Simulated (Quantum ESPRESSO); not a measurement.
# V (Im-3m) in Quantum ESPRESSO: single point with PBE

Aim: the single point of V with PBE.

Everything below comes from runs of Quantum ESPRESSO 7.5. Logs are shortened: lines on timing, memory, paths and dates and some standing lists are left out, and cuts for length are marked.

### Step 1. Starting point

The structure is cubic, space group Im-3m (No. 229). The conventional cell has a = 3.029 Å, b = 3.029 Å, c = 3.029 Å, α = 90.00°, β = 90.00°, γ = 90.00°. V (site symmetry m-3m) is surrounded by 8 V at 2.62 Å.

### Step 2. Single point, PBE, collinear spin, ferromagnetic start

run.py reads:

```python
import numpy as np
from ase.calculators.espresso import Espresso, EspressoProfile
from ase.io import read

atoms = read('V.xyz')
atoms.set_initial_magnetic_moments([2.0])

input_data = {
    'control': {'calculation': 'scf', 'prefix': 'pwscf', 'outdir': './tmp', 'tprnfor': True, 'tstress': True, 'disk_io': 'nowf'},
    'system': {'ecutwfc': 55.0, 'ecutrho': 440.0, 'nbnd': 15, 'occupations': 'smearing', 'smearing': 'fd', 'degauss': 0.00367493, 'nspin': 2},
    'electrons': {'conv_thr': 2e-10, 'electron_maxstep': 120, 'mixing_beta': 0.3},
}
pseudopotentials = {'V': 'v_pbe_v1.4.uspp.F.UPF'}
profile = EspressoProfile(command='pw.x', pseudo_dir='pseudo')
atoms.calc = Espresso(profile=profile, input_data=input_data, pseudopotentials=pseudopotentials, kpts=(12, 12, 12), koffset=(0, 0, 0))

print(f'energy {atoms.get_potential_energy():.8f} eV')
print('forces (eV/A)')
print(np.round(atoms.get_forces(), 6))
print('stress (eV/A^3, Voigt)')
print(np.round(atoms.get_stress(), 8))
print(f'Fermi level {atoms.calc.get_fermi_level():.4f} eV')
```

V.xyz reads:

```xyz
1
Lattice="-1.5143500000 1.5143500000 1.5143500000 1.5143500000 -1.5143500000 1.5143500000 1.5143500000 1.5143500000 -1.5143500000" Properties=species:S:1:pos:R:3 pbc="T T T"
V      0.0000000000      0.0000000000      0.0000000000
```

Potentials or basis: SSSP 1.3 efficiency PBE.

Launch:

```sh
$ OMP_NUM_THREADS=1 python run.py
```

Standard output:

```text
energy -1973.83675467 eV
forces (eV/A)
[[0. 0. 0.]]
stress (eV/A^3, Voigt)
[0.0345668 0.0345668 0.0345668 0.        0.        0.       ]
Fermi level 16.0017 eV
```

espresso.pwi:

```text
&CONTROL
   calculation      = 'scf'
   tstress          = .true.
   tprnfor          = .true.
   outdir           = './tmp'
   prefix           = 'pwscf'
   disk_io          = 'nowf'
   pseudo_dir       = 'pseudo'
/
&SYSTEM
   nbnd             = 15
   ecutwfc          = 55.0
   ecutrho          = 440.0
   occupations      = 'smearing'
   degauss          = 0.00367493
   smearing         = 'fd'
   nspin            = 2
   starting_magnetization(1) = 2.0
   ntyp             = 1
   nat              = 1
   ibrav            = 0
/
&ELECTRONS
   electron_maxstep = 120
   conv_thr         = 2e-10
   mixing_beta      = 0.3
/
&IONS
/
&CELL
/
&FCP
/
&RISM
/
ATOMIC_SPECIES
V  50.9415 v_pbe_v1.4.uspp.F.UPF

K_POINTS automatic
12 12 12  0 0 0

CELL_PARAMETERS angstrom
-1.51435000000000 1.51435000000000 1.51435000000000
1.51435000000000 -1.51435000000000 1.51435000000000
1.51435000000000 1.51435000000000 -1.51435000000000

ATOMIC_POSITIONS angstrom
V  0.0000000000 0.0000000000 0.0000000000
```

espresso.pwo:

```text
This program is part of the open-source Quantum ESPRESSO suite
     for quantum simulation of materials; please cite
         "P. Giannozzi et al., J. Phys.:Condens. Matter 21 395502 (2009);
         "P. Giannozzi et al., J. Phys.:Condens. Matter 29 465901 (2017);
         "P. Giannozzi et al., J. Chem. Phys. 152 154105 (2020);
     in publications or presentations arising from this work. More details at

Warning: card &CELL ignored
Warning: card &FCP ignored
Warning: card &RISM ignored

     Message from routine setup:
     using ibrav=0 with symmetry is DISCOURAGED, use correct ibrav instead

     G-vector sticks info
     --------------------
     sticks:   dense  smooth     PW     G-vecs:    dense   smooth      PW
     Sum         809     411    165                14627     5233    1289

     Using Slab Decomposition

     bravais-lattice index     =            0
     lattice parameter (alat)  =       4.9566  a.u.
     unit-cell volume          =      93.7423 (a.u.)^3
     number of atoms/cell      =            1
     number of atomic types    =            1
     number of electrons       =        13.00
     number of Kohn-Sham states=           15
     kinetic-energy cutoff     =      55.0000  Ry
     charge density cutoff     =     440.0000  Ry
     scf convergence threshold =      2.0E-10
     mixing beta               =       0.3000
     number of iterations used =            8  plain     mixing
     Exchange-correlation=  SLA  PW   PBX  PBC
                           (   1   4   3   4   0   0   0)

     celldm(1)=   4.956621  celldm(2)=   0.000000  celldm(3)=   0.000000
     celldm(4)=   0.000000  celldm(5)=   0.000000  celldm(6)=   0.000000

     crystal axes: (cart. coord. in units of alat)
               a(1) = (  -0.577350   0.577350   0.577350 )
               a(2) = (   0.577350  -0.577350   0.577350 )
               a(3) = (   0.577350   0.577350  -0.577350 )

     reciprocal axes: (cart. coord. in units 2 pi/alat)
               b(1) = ( -0.000000  0.866025  0.866025 )
               b(2) = (  0.866025 -0.000000  0.866025 )
[... 25 lines left out ...]
   Cartesian axes

     site n.     atom                  positions (alat units)
         1        V      tau(   1) = (   0.0000000   0.0000000   0.0000000  )

     number of k points=    72  Fermi-Dirac smearing, width (Ry)=  0.0037
                       cart. coord. in units 2pi/alat
        k(    1) = (   0.0000000   0.0000000   0.0000000), wk =   0.0005787
        k(    2) = (   0.0721688   0.0721688   0.0000000), wk =   0.0069444
        k(    3) = (   0.1443376   0.1443376   0.0000000), wk =   0.0069444
        k(    4) = (   0.2165064   0.2165064   0.0000000), wk =   0.0069444
        k(    5) = (   0.2886751   0.2886751   0.0000000), wk =   0.0069444
        k(    6) = (   0.3608439   0.3608439   0.0000000), wk =   0.0069444
[... 64 lines left out ...]
        k(   71) = (  -0.8660254  -0.0721688  -0.0721688), wk =   0.0069444
        k(   72) = (  -0.8660254  -0.8660254  -0.8660254), wk =   0.0005787

     Dense  grid:    14627 G-vectors     FFT dimensions: (  36,  36,  36)

     Smooth grid:     5233 G-vectors     FFT dimensions: (  24,  24,  24)

     Check: negative core charge=   -0.000009
     Generating pointlists ...
     new r_m :   0.4125 (alat units)  2.0446 (a.u.) for type    1

     Initial potential from superposition of free atoms

     starting charge      12.9988, renormalised to      13.0000

     negative rho (up, down):  2.523E-04 1.850E-04
     Starting wfcs are   10 randomized atomic wfcs +    5 random wfcs

     Self-consistent Calculation

     iteration #  1     ecut=    55.00 Ry     beta= 0.30
     Davidson diagonalization with overlap
     ethr =  1.00E-02,  avg # of iterations =  4.0

     Threshold (ethr) on eigenvalues was too large:
     Diagonalizing with lowered threshold

     Davidson diagonalization with overlap
     ethr =  7.68E-04,  avg # of iterations =  1.1

     negative rho (up, down):  2.474E-04 2.403E-04
[... 151 lines left out ...]
     iteration # 14     ecut=    55.00 Ry     beta= 0.30
     Davidson diagonalization with overlap
     ethr =  2.13E-11,  avg # of iterations =  2.0

     negative rho (up, down):  2.655E-04 2.656E-04

     Magnetic moment per site  (integrated on atomic sphere of radius R)
     atom   1 (R=0.412)  charge= 11.3122  magn=  0.0002

     End of self-consistent calculation

     Number of k-points >= 100: set verbosity='high' to print the bands.

     the Fermi energy is    16.0017 ev

!    total energy              =    -145.07433833 Ry
     estimated scf accuracy    <          4.8E-11 Ry
     smearing contrib. (-TS)   =      -0.00131338 Ry
     internal energy E=F+TS    =    -145.07302496 Ry

     The total energy is F=E-TS. E is the sum of the following terms:
     one-electron contribution =     -47.75360417 Ry
     hartree contribution      =      29.75438098 Ry
     xc contribution           =     -19.61512322 Ry
     ewald contribution        =    -107.45867855 Ry

     total magnetization       =     0.00 Bohr mag/cell
     absolute magnetization    =     0.00 Bohr mag/cell

     convergence has been achieved in  14 iterations

     negative rho (up, down):  2.655E-04 2.656E-04

     Forces acting on atoms (cartesian axes, Ry/au):

     atom    1 type  1   force =     0.00000000    0.00000000    0.00000000

     Total force =     0.000000     Total SCF correction =     0.000000

     Computing stress (Cartesian axis) and pressure

     negative rho (up, down):  2.655E-04 2.656E-04
          total   stress  (Ry/bohr**3)                   (kbar)     P=      -55.38
  -0.00037648  -0.00000000  -0.00000000          -55.38       -0.00       -0.00
   0.00000000  -0.00037648  -0.00000000            0.00      -55.38       -0.00
  -0.00000000  -0.00000000  -0.00037648           -0.00       -0.00      -55.38

=------------------------------------------------------------------------------=
   JOB DONE.
=------------------------------------------------------------------------------=
```

It took 25 s on 1 thread of Arm Neoverse V2, shared host; peak memory 0.1 GiB.

Results:

```
Free energy                                           : -1973.8369 eV
Pressure                                              : -5.5 GPa
Band gap on the k mesh                                : none (metal or under the smearing width)
Net moment                                            : 0.00 μB per cell
Absolute moment                                       : 0.00 μB per cell
Valence electrons inside the program's atomic spheres : V 11.31
```

### Step 3. For comparison

An earlier run on the cell as given: functional PBE; potentials or basis SSSP 1.3 efficiency PBE; cutoff 748 eV; density cutoff 5987 eV; k mesh 12 × 12 × 12; occupations fermi-dirac, width 0.05 eV; collinear spin, ferromagnetic start; starting moments [2.0] μB.

* Pressure: -5.5 GPa
* Band gap on the k mesh: none (metal or under the smearing width)
* Net moment: 0.00 μB per cell
* Absolute moment: 0.00 μB per cell
* Valence electrons inside the program's atomic spheres: V 11.31
